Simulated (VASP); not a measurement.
# Ba (Im-3m) in VASP: further runs, part 2 of 2

VASP 6.6.1. The steps go on from the part before.

### Step 3. Relaxation of cell and atoms, LDA

This run uses another cell than the first one, of 62.99 Å³/atom, 1.079 times its volume.

INCAR reads:

```
PREC     = Accurate       # precision mode
ENCUT    = 600            # plane-wave cutoff, eV
EDIFF    = 1E-6           # SCF threshold, eV
ISMEAR   = 1              # smearing method
SIGMA    = 0.1            # smearing width, eV
LREAL    = False          # projectors in reciprocal space
LASPH    = True           # aspherical terms in the spheres
NELM     = 80             # most SCF steps
ALGO     = Normal         # electronic algorithm
ISIF     = 3              # what is computed and relaxed
LWAVE    = False          # write WAVECAR
LCHARG   = False          # write CHGCAR
GGA      = CA             # functional
IBRION   = 2              # ionic algorithm
NSW      = 90             # ionic steps
EDIFFG   = -0.01          # ionic threshold
```

KPOINTS reads:

```
regular mesh
0
Gamma
  12 12 12
```

POSCAR reads:

```
Ba
1.0
   -2.5065000000      2.5065000000      2.5065000000
    2.5065000000     -2.5065000000      2.5065000000
    2.5065000000      2.5065000000     -2.5065000000
Ba
1
Direct
    0.0000000000      0.0000000000      0.0000000000
```

Potentials or basis: VASP PAW LDA potentials, release 64 (Ba_sv).

Command:

```
> cat potpaw_LDA.64/Ba_sv/POTCAR > POTCAR
> mpirun -np 1 vasp_std > vasp.out
```

OUTCAR:

```text
PREC = Accurate
   ENCUT = 600
   EDIFF = 1E-6
   ISMEAR = 1
   LREAL = False
   LASPH = True
   NELM = 80
   ISIF = 3
   GGA = CA
   IBRION = 2
   NSW = 90
   EDIFFG = -0.01

 ion  position               nearest neighbor table
   1  0.000  0.000  0.000-

  LATTYP: Found a body centered cubic cell.
 ALAT       =     5.0130000000

  Lattice vectors:

 A1 = (  -2.5065000000,   2.5065000000,   2.5065000000)
 A2 = (   2.5065000000,  -2.5065000000,   2.5065000000)
 A3 = (   2.5065000000,   2.5065000000,  -2.5065000000)

Analysis of symmetry for initial positions (statically):
=====================================================================
 Subroutine PRICEL returns:
 Original cell was already a primitive cell.

 Routine SETGRP: Setting up the symmetry group for a
 body centered cubic supercell.

 Subroutine GETGRP returns: Found 48 space group operations
 (whereof 48 operations were pure point group operations)
 out of a pool of 48 trial point group operations.

The static configuration has the point symmetry O_h .

Analysis of symmetry for dynamics (positions and initial velocities):
=====================================================================
 Subroutine PRICEL returns:
 Original cell was already a primitive cell.

 Routine SETGRP: Setting up the symmetry group for a
 body centered cubic supercell.

 Subroutine GETGRP returns: Found 48 space group operations
 (whereof 48 operations were pure point group operations)
 out of a pool of 48 trial point group operations.

The dynamic configuration has the point symmetry O_h .

 Subroutine INISYM returns: Found 48 space group operations
 (whereof 48 operations are pure point group operations),
 and found     1 'primitive' translations

----------------------------------------------------------------------------------------

                                     Primitive cell

  volume of cell :      62.9888

  direct lattice vectors                    reciprocal lattice vectors
    -2.506500000  2.506500000  2.506500000     0.000000000  0.199481348  0.199481348
     2.506500000 -2.506500000  2.506500000     0.199481348  0.000000000  0.199481348
     2.506500000  2.506500000 -2.506500000     0.199481348  0.199481348  0.000000000

  length of vectors
     4.341385349  4.341385349  4.341385349     0.282109228  0.282109228  0.282109228

  position of ions in fractional coordinates (direct lattice)
     0.000000000  0.000000000  0.000000000

  ion indices of the primitive-cell ions
   primitive index   ion index
                 1           1

----------------------------------------------------------------------------------------

 KPOINTS: regular mesh

Automatic generation of k-mesh.
 Grid dimensions read from file:
 generate k-points for:   12   12   12

 Generating k-lattice:

  Cartesian coordinates                     Fractional coordinates (reciprocal lattice)
     0.000000000  0.016623446  0.016623446     0.083333333  0.000000000  0.000000000
     0.016623446  0.000000000  0.016623446     0.000000000  0.083333333  0.000000000
     0.016623446  0.016623446  0.000000000     0.000000000  0.000000000  0.083333333

  Length of vectors
[... 45 lines left out ...]
 SYSTEM =  unknown system
   PREC   = accura    normal or accurate (medium, high low for compatibility)
   ISTART =      0    job   : 0-new  1-cont  2-samecut
   ICHARG =      2    charge: 1-file 2-atom 10-const
   ISPIN  =      1    spin polarized calculation?
   LNONCOLLINEAR =      F non collinear calculations
   LSORBIT =      F    spin-orbit coupling
   LASPH  =      T    aspherical Exc in radial PAW
   ENCUT  =  600.0 eV  44.10 Ry    6.64 a.u.   8.67  8.67  8.67*2*pi/ulx,y,z
   NELM   =     80;   NELMIN=  2; NELMDL= -5     # of ELM steps
   EDIFF  = 0.1E-05   stopping-criterion for ELM
   LREAL  =      F    real-space projection
   EDIFFG = -.1E-01   stopping-criterion for IOM
   NSW    =     90    number of steps for IOM
   IBRION =      2    ionic relax: 0-MD 1-quasi-New 2-CG
   NFREE  =      1    steps in history (QN), initial steepest desc. (CG)
   ISIF   =      3    stress and relaxation
   ISYM   =      2    0-nonsym 1-usesym 2-fastsym
   POTIM  = 0.5000    time-step for ionic-motion
   TEBEG  =    0.0;   TEEND  =   0.0 temperature during run
   PSTRESS=    0.0 pullay stress
   NELECT =      10.0000    total number of electrons
   NUPDOWN=      -1.0000    fix difference up-down
   EMIN   =  10.00;   EMAX   =-10.00  energy-range for DOS
   EFERMI =   0.00;   METHOD = LEGACY
   ISMEAR =     1;   SIGMA  =   0.10  broadening in eV -4-tet -1-fermi 0-gaus
   EFERMI_NEDOS =   21; number of points for ismear=-14 and -15
   IALGO  =     38    algorithm
   IMIX   =      4    mixing-type and parameters
     AMIX     =   0.40;   BMIX     =  1.00
     AMIX_MAG =   1.60;   BMIX_MAG =  1.00
  volume/ion in A,a.u.               =      62.99       425.07
  Fermi-wavevector in a.u.,A,eV,Ry     =   0.886449  1.675146 10.691349  0.785792
  Thomas-Fermi vector in A             =   2.007617
   LORBIT       =      0    0 simple, 1 ext, 2 COOP (PROOUT), +10 PAW based schemes
   GGA     = CA    functional components
   LHFCALC =     F    Hartree Fock is set to
   AEXX    =    0.0000 exact exchange contribution
   IVDW    =     0    specifies the selected vdW correction
   LEPSILON=     F    determine dielectric tensor
   LRPA    =     F    only Hartree local field effects (RPA)
 conjugate gradient relaxation of ions
 non-spin polarized calculation
 Methfessel and Paxton  Order N= 1 SIGMA  =   0.10
  energy-cutoff  :      600.00
  volume of cell :       62.99
 maximum number of plane-waves:      2123
   NGX = 17   NGY = 17   NGZ = 17

--------------------------------------- Ionic step        1  -------------------------------------------

 number of electron      10.0000001 magnetization

 Free energy of the ion-electron system (eV)
  ---------------------------------------------------
  ext. energy  EPLUGINS =         0.00000000
  ---------------------------------------------------
  free energy    TOTEN  =        -2.21153680 eV

  energy without entropy =       -2.21086258  energy(sigma->0) =       -2.21131206

------------------------ aborting loop because EDIFF is reached ----------------------------------------

  FORCE on cell =-STRESS in cart. coord.  units (eV):
  Direction    XX          YY          ZZ          XY          YZ          ZX
  --------------------------------------------------------------------------------------
  -------------------------------------------------------------------------------------
  Total       -0.4911944     -0.4911944     -0.4911944     -0.0000000      0.0000000      0.0000000
  in kB      -12.4939807    -12.4939807    -12.4939807     -0.0000000      0.0000000      0.0000000
  external PRESSURE =     -12.4939807 kB  Pullay stress =       0.0000000 kB
[... 92 lines left out ...]
--------------------------------------- Ionic step        4  -------------------------------------------

 number of electron       9.9999999 magnetization

 Free energy of the ion-electron system (eV)
  ---------------------------------------------------
  ext. energy  EPLUGINS =         0.00000000
  ---------------------------------------------------
  free energy    TOTEN  =        -2.25057958 eV

  energy without entropy =       -2.24995394  energy(sigma->0) =       -2.25037103

 E-fermi :   1.9688     XC(G=0):  -8.1374

 val. band max:        1.9485368556   @ k =   0.2500   0.2500   0.0833
 cond. band min:       1.9824047136   @ k =  -0.4167  -0.4167   0.1667
 fundamental gap:      0.0338678580
 Fermi energy:         1.9688036526

 k-point     1 :       0.0000    0.0000    0.0000
  band No.  band energies     occupation
      1     -26.6140      2.00000
      2     -11.4548      2.00000
      3     -11.4548      2.00000
      4     -11.4548      2.00000
      5      -0.8359      2.00000
      6       3.8951     -0.00000
      7       3.8951     -0.00000
      8       3.8951     -0.00000
      9       5.5818      0.00000
[... 265 lines left out ...]
 k-point    24 :       0.4167    0.0833    0.0833
  band No.  band energies     occupation
      1     -26.5264      2.00000
      2     -12.1662      2.00000
      3     -11.7323      2.00000
      4     -11.5146      2.00000
      5       1.2815      2.00000
      6       2.5130     -0.00000
      7       3.5787     -0.00000
      8       5.7382      0.00000
      9       6.2895      0.00000

 [... further k-points ...]

------------------------ aborting loop because EDIFF is reached ----------------------------------------

  FORCE on cell =-STRESS in cart. coord.  units (eV):
  Direction    XX          YY          ZZ          XY          YZ          ZX
  --------------------------------------------------------------------------------------
  -------------------------------------------------------------------------------------
  Total        0.0053815      0.0053815      0.0053815     -0.0000000      0.0000000     -0.0000000
  in kB        0.1598387      0.1598387      0.1598387     -0.0000000      0.0000000     -0.0000000
  external PRESSURE =       0.1598387 kB  Pullay stress =       0.0000000 kB
[... 16 lines left out ...]
  FREE ENERGIE OF THE ION-ELECTRON SYSTEM (eV)
  ---------------------------------------------------
  free  energy   TOTEN  =        -2.2505795820 eV

  energy  without entropy=       -2.2499539387  energy(sigma->0) =       -2.25037103

 reached required accuracy - stopping structural energy minimisation
```

It took 85 s on 1 thread of Intel Xeon Platinum 8488C (Sapphire Rapids), shared host; peak memory 0.2 GiB.

Results:

| Quantity | Value |
| --- | --- |
| Free energy | -2.2506 eV |
| Relaxed volume | 53.94 Å³/atom |
| Relaxed cell | a = 4.123 Å, b = 4.123 Å, c = 4.123 Å, α = 109.47°, β = 109.47°, γ = 109.47° |
| Space group after relaxing (to 0.05 Å) | Im-3m (No. 229) |
| Energy gained by relaxing | 39.0 meV/atom |
| Ionic steps | 4 |
| Pressure after relaxing | 0.0 GPa |
| Band gap on the k mesh | none (metal or under the smearing width) |

The path:
| step | energy change (eV) | largest force (eV/Å) | pressure (GPa) | volume (Å³) |
| --- | --- | --- | --- | --- |
| 1 | 0.0000 | 0.0000 | -1.25 | 62.99 |
| 2 | -0.0276 | 0.0000 | -0.75 | 58.62 |
| 3 | -0.0390 | 0.0000 | -0.08 | 54.38 |
| 4 | -0.0390 | 0.0000 | 0.02 | 53.94 |

Final structure:
```xyz
1
Lattice="-2.3803 2.3803 2.3803 2.3803 -2.3803 2.3803 2.3803 2.3803 -2.3803" Properties=species:S:1:pos:R:3 pbc="T T T"
Ba    2.3803    2.3803   -2.3803
```

Caveat: the volume moved by -14 % from the deposited cell, more than functionals usually miss.

### Step 4. Relaxation of cell and atoms, LDA

This run uses another cell than the first one, of 53.94 Å³/atom, 0.924 times its volume.

INCAR: that of step 3 with these lines changed.

```diff
@@ -2,3 +2,3 @@
 ENCUT    = 600            # plane-wave cutoff, eV
-EDIFF    = 1E-6           # SCF threshold, eV
+EDIFF    = 1E-7           # SCF threshold, eV
 ISMEAR   = 1              # smearing method
@@ -15,2 +15,2 @@
 NSW      = 90             # ionic steps
-EDIFFG   = -0.01          # ionic threshold
+EDIFFG   = -0.005         # ionic threshold
```

KPOINTS is that of step 3.

POSCAR reads:

```
Ba                                      
1.0
   -2.3802530651      2.3802530651      2.3802530651
    2.3802530651     -2.3802530651      2.3802530651
    2.3802530651      2.3802530651     -2.3802530651
  Ba            
     1
Direct
     0.0000000000000000    0.0000000000000000    1.0000000000000000
```

Potentials or basis: VASP PAW LDA potentials, release 64 (Ba_sv).

Command:

```
> cat potpaw_LDA.64/Ba_sv/POTCAR > POTCAR
> mpirun -np 1 vasp_std > vasp.out
```

OUTCAR:

```text
PREC = Accurate
   ENCUT = 600
   EDIFF = 1E-7
   ISMEAR = 1
   LREAL = False
   LASPH = True
   NELM = 80
   ISIF = 3
   GGA = CA
   IBRION = 2
   NSW = 90
   EDIFFG = -0.005

 ion  position               nearest neighbor table
   1  0.000  0.000  0.000-

  LATTYP: Found a body centered cubic cell.
 ALAT       =     4.7605061302

  Lattice vectors:

 A1 = (  -2.3802530651,   2.3802530651,   2.3802530651)
 A2 = (   2.3802530651,  -2.3802530651,   2.3802530651)
 A3 = (   2.3802530651,   2.3802530651,  -2.3802530651)

Analysis of symmetry for initial positions (statically):
=====================================================================
 Subroutine PRICEL returns:
 Original cell was already a primitive cell.

 Routine SETGRP: Setting up the symmetry group for a
 body centered cubic supercell.

 Subroutine GETGRP returns: Found 48 space group operations
 (whereof 48 operations were pure point group operations)
 out of a pool of 48 trial point group operations.

[... 168 lines left out ...]
 cond. band min:       1.9823575462   @ k =  -0.4167  -0.4167   0.1667
 fundamental gap:      0.0338805952
 Fermi energy:         1.9687525250

 k-point     1 :       0.0000    0.0000    0.0000
  band No.  band energies     occupation
      1     -26.6140      2.00000
      2     -11.4548      2.00000
      3     -11.4548      2.00000
      4     -11.4548      2.00000
      5      -0.8360      2.00000
      6       3.8950     -0.00000
      7       3.8950     -0.00000
      8       3.8950     -0.00000
      9       5.5818      0.00000
[... 265 lines left out ...]
 k-point    24 :       0.4167    0.0833    0.0833
  band No.  band energies     occupation
      1     -26.5264      2.00000
      2     -12.1662      2.00000
      3     -11.7323      2.00000
      4     -11.5146      2.00000
      5       1.2815      2.00000
      6       2.5129     -0.00000
      7       3.5787     -0.00000
      8       5.7381      0.00000
      9       6.2895      0.00000

 [... further k-points ...]

------------------------ aborting loop because EDIFF is reached ----------------------------------------

  FORCE on cell =-STRESS in cart. coord.  units (eV):
  Direction    XX          YY          ZZ          XY          YZ          ZX
  --------------------------------------------------------------------------------------
  -------------------------------------------------------------------------------------
  Total        0.0042599      0.0042599      0.0042599      0.0000000      0.0000000     -0.0000000
  in kB        0.1265271      0.1265271      0.1265271      0.0000000      0.0000000     -0.0000000
  external PRESSURE =       0.1265271 kB  Pullay stress =       0.0000000 kB

 VOLUME and BASIS-vectors are now :
 -----------------------------------------------------------------------------
  energy-cutoff  :      600.00
  volume of cell :       53.94
      direct lattice vectors                 reciprocal lattice vectors
    -2.380253065  2.380253065  2.380253065     0.000000000  0.210061698  0.210061698
     2.380253065 -2.380253065  2.380253065     0.210061698  0.000000000  0.210061698
     2.380253065  2.380253065 -2.380253065     0.210061698  0.210061698  0.000000000

 POSITION                                       TOTAL-FORCE (eV/Angst)
 -----------------------------------------------------------------------------------
      0.00000      0.00000      0.00000         0.000000      0.000000     -0.000000
 -----------------------------------------------------------------------------------
    total drift:                               -0.000000      0.000000      0.000000

  FREE ENERGIE OF THE ION-ELECTRON SYSTEM (eV)
  ---------------------------------------------------
  free  energy   TOTEN  =        -2.2504759468 eV

  energy  without entropy=       -2.2498500905  energy(sigma->0) =       -2.25026733

 reached required accuracy - stopping structural energy minimisation
```

It took 34 s on 1 thread of Intel Xeon Platinum 8488C (Sapphire Rapids), shared host; peak memory 0.19 GiB.

Results:

```
Free energy             : -2.2505 eV
Pressure after relaxing : 0.0 GPa
Band gap on the k mesh  : none (metal or under the smearing width)
```

Final structure:
```
CELL_PARAMETERS angstrom
-2.38025 2.38025 2.38025
2.38025 -2.38025 2.38025
2.38025 2.38025 -2.38025
ATOMIC_POSITIONS crystal
Ba 0.00000 0.00000 0.00000
```

Caveat: the relaxation stopped at its first step, so nothing moved. Spin-orbit coupling is left out, which matters for the levels of Ba.

### Step 5. Relaxation of cell and atoms, r2SCAN

This run uses another cell than the first one, of 62.99 Å³/atom, 1.079 times its volume.

INCAR reads:

```
PREC = Accurate ; ENCUT = 600
EDIFF = 1E-6 ; ISMEAR = 1
SIGMA = 0.1 ; LREAL = False
LASPH = True ; NELM = 80
ALGO = Normal ; ISIF = 3
LWAVE = False ; LCHARG = False
METAGGA = R2SCAN ; LMIXTAU = True
IBRION = 2 ; NSW = 90
EDIFFG = -0.01
```

KPOINTS is that of step 4.

POSCAR reads:

```
Ba
1.0
   -2.5065000000      2.5065000000      2.5065000000
    2.5065000000     -2.5065000000      2.5065000000
    2.5065000000      2.5065000000     -2.5065000000
Ba
1
Direct
    0.0000000000      0.0000000000      0.0000000000
```

Potentials or basis: VASP PAW PBE potentials, release 64 (Ba_sv).

Command:

```
> cat potpaw_PBE.64/Ba_sv/POTCAR > POTCAR
> mpirun -np 1 vasp_std > vasp.out
```

It took 4 min on 1 thread of Intel Xeon 6975P-C (Granite Rapids), shared host; peak memory 0.26 GiB.

The run converged. Its results:

```yaml
Free_energy: -26.4334 eV
Relaxed_volume: 65.51 Å³/atom
Relaxed_cell: a = 4.399 Å, b = 4.399 Å, c = 4.399 Å, α = 109.47°, β = 109.47°, γ = 109.47°
Space_group_after_relaxing_to_0.05_Å: Im-3m (No. 229)
Energy_gained_by_relaxing: 2.6 meV/atom
Ionic_steps: 4
Pressure_after_relaxing: 0.0 GPa
Band_gap_on_the_k_mesh: none (metal or under the smearing width)
```

Step by step:
| step | energy change (eV) | largest force (eV/Å) | pressure (GPa) | volume (Å³) |
| --- | --- | --- | --- | --- |
| 1 | 0.0000 | 0.0000 | 0.37 | 62.99 |
| 2 | -0.0021 | 0.0000 | 0.14 | 64.33 |
| 3 | -0.0026 | 0.0000 | 0.04 | 65.17 |
| 4 | -0.0026 | 0.0000 | 0.01 | 65.51 |

Final structure:
```
Ba
1.0
    -2.53949    2.53949    2.53949
     2.53949   -2.53949    2.53949
     2.53949    2.53949   -2.53949
Ba
1
Cartesian
  0.0000 0.0000 0.0000
```

Levels at points of the mesh, in eV from the Fermi level:
```csv
k point,band 3,band 4,band 5,band 6,band 7,band 8
"(0.00, 0.00, 0.00)",-14.52,-14.52,-2.85,2.11,2.11,2.11
"(0.50, 0.00, 0.00)",-14.65,-14.52,-0.84,0.90,1.11,3.45
"(0.50, 0.50, 0.50)",-14.80,-14.80,-0.55,-0.55,4.52,4.52
```

Caveat: the PAW data sets were made with another functional, which shifts forces and pressure a little. The run has no spin-orbit coupling, so splittings on Ba are missing.

### Step 6. The runs side by side

```csv
level,potentials or basis,gap on the mesh (eV),pressure (GPa)
PBEsol,"VASP PAW PBE potentials, release 64 (Ba_sv)",none,0.0
LDA,"VASP PAW LDA potentials, release 64 (Ba_sv)",none,0.0
r2SCAN,"VASP PAW PBE potentials, release 64 (Ba_sv)",none,0.0
```

Alike in all rows: task relaxation of cell and atoms; no spin polarisation; cell relaxed; k mesh 12 × 12 × 12; cutoff (eV) 600; smearing methfessel-paxton 0.1 eV.

Caveats: the relaxation stopped at its first step, so nothing moved (some runs); the PAW data sets were made with another functional, which shifts forces and pressure a little (some runs).

Total energies depend on the potentials used, so only differences within one code and one set of settings carry meaning.
